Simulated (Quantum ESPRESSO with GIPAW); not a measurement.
# 33S and 113Cd NMR shieldings of zincblende CdS under isotropic strain from −2 % to +2 % (GIPAW, PBEsol)

We have to decide whether the 113Cd or the 33S line is the better gauge of isotropic strain in zincblende CdS, and how small a strain a given line shift would reveal. The answer matters wherever the lattice constant of a sample is in doubt but its NMR line can be recorded. We calculated both isotropic shieldings, on the absolute scale, for seven cells between 2 % compression and 2 % expansion. Strain is counted from the starting cell, which also has the lowest total energy of the seven. Only changes at one and the same site are used, so the reference compound of the shift scale drops out.

## Set-up

One crystal, CdS (F-43m) (entry of the Crystallography Open Database; not the structure at ambient conditions), strained from its starting cell (the cell of the entry); all shielding runs share files, cutoffs and k divisions. Shieldings by GIPAW with PBEsol in Quantum ESPRESSO with gipaw.x (a patched development version 8.0), plane-wave PAW files from pslibrary 1.0.0 recipes, scalar-relativistic cores, no spin-orbit coupling, no spin; in these runs cutoffs 55 Ry, k spacing 0.15 Å⁻¹ (2π included) or finer. The macroscopic shape term was treated afterwards and alike for all rows, whichever way its switch stood in a run: any printed term was subtracted, and where a column says so that of a sphere was added from the printed susceptibility. Static atoms. The first shell of a cation holds the anions within 1.2 times its shortest bond (1.3 for large cations, and wider where that leaves a large cation fewer than four or five); that of an anion holds the cations whose shells include it; covalently bonded atoms count in both. k meshes of the tabled runs: 13×13×13. In some ground-state or relaxation runs pw.x warned of eigenvalues not converged in a step; every run reached its self-consistency threshold. The same in all rows: atomic positions in the strained cell: fractional positions of the starting cell.

Notes on method and selection:

- Shielding and shift run in opposite directions: δ ≈ σ(reference) − σ.
- Static lattice: no motional averaging.
- The response operators are non-relativistic and spin-orbit coupling is absent, so values at or next to heavy atoms are less sure.
- Of the rows, the total energy is lowest at +0 % strain; zero strain is the starting cell.
- These shielding methods need a band gap: all members are semiconductors or insulators at this level. The paramagnetic part grows as the gap narrows, and semilocal functionals make gaps too small. Runs that missed the f-sum rule by more than 0.015 electrons for each three atoms, or whose printed susceptibility was strongly positive, were left out.
- Runs that did not converge, have known faults or may not be shown are not listed, and runs on Ansatz's PAW sets soft_1 and soft_2 are kept to separate tables.

Columns:

- strain (%): linear strain, positive for tension: equal strain along all axes.
- bond length (Å): mean distance from S to its first shell.
- σ(33S) (ppm): isotropic 33S shielding (bound to Cd4, atom 2 of the cell), absolute scale, with the macroscopic shape term taken out.
- σ(113Cd) (ppm): the same for 113Cd (CdS4, atom 1).

Input lines of one member:

```
&inputgipaw
  job = 'nmr'
  prefix = 'x'
  tmp_dir = './tmp/'
  restart_mode = 'from_scratch'
  verbosity = 'low'
  q_gipaw = 0.01
  spline_ps = .true.
  conv_threshold = 1.0d-11
  use_nmr_macroscopic_shape = .false.
  pawproj(1) = .true.
  pawproj(2) = .true.
/
```

Command (options for logging and memory left out): `mpirun -np 4 gipaw.x -in nmr.in > nmr.out`

## Numbers

| member | strain (%) | bond length (Å) | σ(33S) (ppm) | σ(113Cd) (ppm) |
| --- | --- | --- | --- | --- |
| −2 % | −2.0 | 2.4752 | 688.05 | 2766.98 |
| −1.5 % | −1.5 | 2.4879 | 678.46 | 2805.08 |
| −1 % | −1.0 | 2.5005 | 668.75 | 2842.54 |
| unstrained | 0.0 | 2.5258 | 648.93 | 2915.45 |
| +0.5 % | 0.5 | 2.5384 | 638.74 | 2950.96 |
| +1 % | 1.0 | 2.5510 | 628.37 | 2985.79 |
| +2 % | 2.0 | 2.5763 | 606.77 | 3053.60 |

Least-squares fits to the whole series, with x = strain (%); R² and errors in the fitted variable (y, or ln y where the fit is in ln y):

| y | members | fit | R² | rms residual | leave-one-out rms | the same for the mean of the others |
| --- | --- | --- | --- | --- | --- | --- |
| σ(33S) (ppm) | 7 | y = 648.26 − 20.240 x | 1.00 | 0.60 | 1.0 | 31 |
| σ(113Cd) (ppm) | 7 | y = 2913.2 + 71.802 x | 1.00 | 2.0 | 3.4 | 111 |

## What drives the series

As the lattice expands, the 113Cd shielding rises by about 71.8 ppm per % of strain and the 33S shielding falls by about 20.2 ppm per %. Both changes keep their sign from row to row.

A two-parameter model for each nucleus follows from three assumptions.

1. Symmetry fixes both sites, so isotropic strain $x$ (in %) scales every distance by the same factor, and the shielding depends on $x$ alone.
2. The core part of the shielding is constant. What changes is almost wholly the paramagnetic valence part, which we write as $\sigma_\mathrm{p} = -M/\Delta$. Here $M$ stands for the magnetic coupling of the valence states at the nucleus and $\Delta$ for a mean excitation energy.
3. The gap stays open, so $M$ and $\Delta$ vary smoothly, and over a small range the slope can be taken as constant.

Differentiating gives

$$s = \frac{d\sigma}{dx} = \frac{M}{\Delta}\left(\frac{d\ln \Delta}{dx} - \frac{d\ln M}{dx}\right), \qquad \sigma(x) = \sigma_0 + s\,x .$$

The slope is positive where expansion weakens the coupling faster than it lowers the excitation energy, and negative in the opposite case. A likely reading is that longer bonds reduce the covalent share of the Cd orbitals in the valence states, which shields Cd, while lower excitation energies prevail at S. The columns contain neither $M$ nor $\Delta$, so this assignment remains a conjecture.

Since shift and shielding run in opposite directions, a change $\Delta\delta$ of the line position corresponds to a strain $x = -\Delta\delta/s$. A change of 1 ppm then means 1 / 71.802 = 0.014 % of strain for 113Cd and 1 / 20.240 = 0.049 % for 33S. Expansion moves the 113Cd line to lower shift and the 33S line to higher shift.

## Fixing and testing the model

We fix the line on the −1 % and +1 % cells, which lie two units of strain apart.

- 113Cd: $s$ = (2985.79 − 2842.54) / 2 = 71.625 ppm per %, and $\sigma_0$ = (2985.79 + 2842.54) / 2 = 2914.165 ppm.
- 33S: $s$ = (628.37 − 668.75) / 2 = −20.19 ppm per %, and $\sigma_0$ = (628.37 + 668.75) / 2 = 648.56 ppm.

Three other cells test it.

**−2 %.** For 113Cd the line gives 2914.165 − 2 × 71.625 = 2770.9 ppm; the table has 2766.98 ppm, lower by 2770.9 − 2766.98 = 3.9 ppm. For 33S it gives 648.56 + 2 × 20.19 = 688.94 ppm against 688.05 ppm, 0.9 ppm lower.

**Unstrained.** The line gives $\sigma_0$ itself. The table lies 1.3 ppm higher for 113Cd (2915.45 ppm) and 0.4 ppm higher for 33S (648.93 ppm).

**+2 %.** For 113Cd the line gives 2914.165 + 2 × 71.625 = 3057.4 ppm against 3053.60 ppm, 3.8 ppm lower in the table. For 33S it gives 648.56 − 2 × 20.19 = 608.18 ppm against 606.77 ppm, 1.4 ppm lower.

Used in reverse, the model turns a line shift into a strain. Between the unstrained and the +2 % cell the 113Cd shielding rises by 3053.60 − 2915.45 = 138.15 ppm, which the slope reads as 138.15 / 71.625 = 1.93 %. The 33S shielding falls by 648.93 − 606.77 = 42.16 ppm, read as 42.16 / 20.19 = 2.09 %. Even at the end of the series, either nucleus returns the imposed strain with an error below a tenth of one per cent strain.

## Residuals

Largest departures from the fit to the whole series:

| member | σ(33S) (ppm) | fit | computed − fit | in rms residuals |
| --- | --- | --- | --- | --- |
| +2 % | 606.77 | 607.78 | −1.01 | 1.7 |
| −2 % | 688.05 | 688.74 | −0.69 | 1.2 |
| unstrained | 648.93 | 648.26 | +0.67 | 1.1 |
| +0.5 % | 638.74 | 638.14 | +0.60 | 1.0 |

The computed shieldings lie below the straight line at both ends of the series and above it in the middle, for both nuclei. What fails is the constant slope of the third assumption. Between −2 % and −1 % the 113Cd shielding rises by 75.56 ppm, between +1 % and +2 % by only 67.81 ppm. The 33S shielding falls by 19.30 ppm and 21.60 ppm over the same steps.

A third parameter, $c\,x^2$, repairs this. From the unstrained and the two outermost cells,

- 113Cd: $c$ = (3053.60 + 2766.98 − 2 × 2915.45) / 8 = −1.29 ppm per %²
- 33S: $c$ = (606.77 + 688.05 − 2 × 648.93) / 8 = −0.38 ppm per %²

With the slopes taken from the same outermost cells, the parabola meets the other four rows within 0.1 ppm for 113Cd and 0.2 ppm for 33S. One of these is the +1 % cell, whose ground-state run gave an eigenvalue warning; no effect of it is visible at this level.

## Conclusions

Within ±2 % of isotropic strain, 113Cd is the better gauge as long as its line is not much broader in ppm than that of 33S: it moves 71.802 / 20.240 = 3.5 times as far as that of 33S, which is also a rare isotope with a weak signal. A film clamped to a substrate is strained unequally along its axes and falls outside this model.

Two limits of the method bear on the gauge. The response leaves out relativistic terms, which matter for the absolute shielding of an atom as heavy as Cd. Their core share cancels between strained and unstrained cells, but a share from the valence states need not. The too-small semilocal gap tends to exaggerate the paramagnetic part and can therefore alter the slopes themselves.

[Logs are printed without paths, hosts, clocks, repeated set-up lines and the standing remarks that a program may print on its own settings, such as how far it seeks lower states.]
